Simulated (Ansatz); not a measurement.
# Selenium, dhcp under RPBE: ground state and equation of state

The plan for selenium in the dhcp structure: relax it, solve it on a dense k-mesh, then scale the cell to 7 volumes from 88 to 112 % of the relaxed one and try a fit of the equation of state. Spin polarisation is left out. The k-meshes are 12×12×3 for the relaxation; 12×12×6 for the dense run; 11×11×5 for the volumes.

Program: Ansatz 0.2.0. Level of theory: DFT RPBE, plane waves (420 eV) with PAW, scalar-relativistic; PBE-made PAW files. These are calculated values, not measurements.

### Step 1. Starting point

The structure is hexagonal, space group P6_3/mmc (No. 194). The conventional cell has a = 3.136 Å, b = 3.136 Å, c = 10.242 Å, α = 90.00°, β = 90.00°, γ = 120.00°. Se (site symmetry -3m) is surrounded by 12 Se at 3.14 Å. Se (site symmetry -6m2) is surrounded by 12 Se at 3.14 Å.

Coordinates:

```cif
data_structure
_symmetry_space_group_name_H-M 'P6_3/mmc'
_symmetry_Int_Tables_number 194
_cell_length_a 3.1360
_cell_length_b 3.1360
_cell_length_c 10.2423
_cell_angle_alpha 90.000
_cell_angle_beta 90.000
_cell_angle_gamma 120.000
_cell_volume 87.23
loop_
_atom_site_label
_atom_site_type_symbol
_atom_site_symmetry_multiplicity
_atom_site_Wyckoff_symbol
_atom_site_fract_x
_atom_site_fract_y
_atom_site_fract_z
_atom_site_occupancy
Se1 Se 2 a 0.00000 0.00000 0.00000 1
Se2 Se 2 c 0.33333 0.66667 0.25000 1
```

### Step 2. Relaxation of the cell

input.yaml reads:

```yaml
crystal:
  lattice:
    - [3.1360302227, 0.0, 0.0]
    - [-1.5680151114, 2.7158818399, 0.0]
    - [0.0, 0.0, 10.2422747074]
  atoms:
    - { symbol: Se, position: [0.0, 0.0, 0.0] }
    - { symbol: Se, position: [0.0, 0.0, 0.5] }
    - { symbol: Se, position: [0.3333333333, 0.6666666667, 0.25] }
    - { symbol: Se, position: [0.6666666667, 0.3333333333, 0.75] }
hamiltonian:
  xc: rpbe
  pseudopotentials:
    kind: paw
    azcp:
      Se: "pseudopotentials/Se.paw.azcp"
basis:
  ecutwfc: 420
  fft_grid_basis: typed
kpoints:
  mp_grid: { grid: [12, 12, 3], shift: [0, 0, 0] }
magnetization:
  spin_polarized: false
scf:
  occupations: { method: fermi_dirac, width: 0.1 }
relax:
  max_steps: 60
  f_tol: 0.01
  cell: {}
output:
  write_density: true
  write_potential: true
  elf: true
  volumetric_format: npy
```

On the command line:

```
> ansatz run input.yaml --threads 2 --pin off --max-ram 5120MiB --backend cpu --events-out ev --progress --plain --runs-dir out
```

After this run come: The energy on a finer k-mesh; The cell scaled to 88 % of its volume; The cell scaled to 92 % of its volume; The cell scaled to 96 % of its volume; The cell scaled to 100 % of its volume; The cell scaled to 104 % of its volume; The cell scaled to 108 % of its volume; The cell scaled to 112 % of its volume.

Q: Predict the outcome of this session. Wanted: space group; conventional cell; volume; shortest distance; gap on the mesh; relative to trigonal; V₀, B₀, B₀′.

**Answer**, as computed:

```
                            quantity                                   value
      space group (spins left aside)                      P6_3/mmc (No. 194)
                   conventional cell  a = 3.868 Å, c = 7.257 Å (c/a = 1.876)
                              volume                          23.510 Å³/atom
                   shortest distance                                 2.877 Å
                     gap on the mesh            none (levels filled in part)
relative to trigonal (grey) selenium                           +461 meV/atom
                         V₀, B₀, B₀′             23.487 Å³/atom, 60 GPa, 4.5
```

**Reading.** The relaxation enlarged the cell by 7.8 % in volume. It lies 461 meV/atom above the element's reference form at the same level (trigonal (grey) selenium, from a run of its own). No gap shows: it is a metal or semimetal at this level. B₀ comes out at 60 GPa; letting shape and positions relax at each volume could only lower it. The symmetry was held, so the structure may be unstable against distortions that break it.
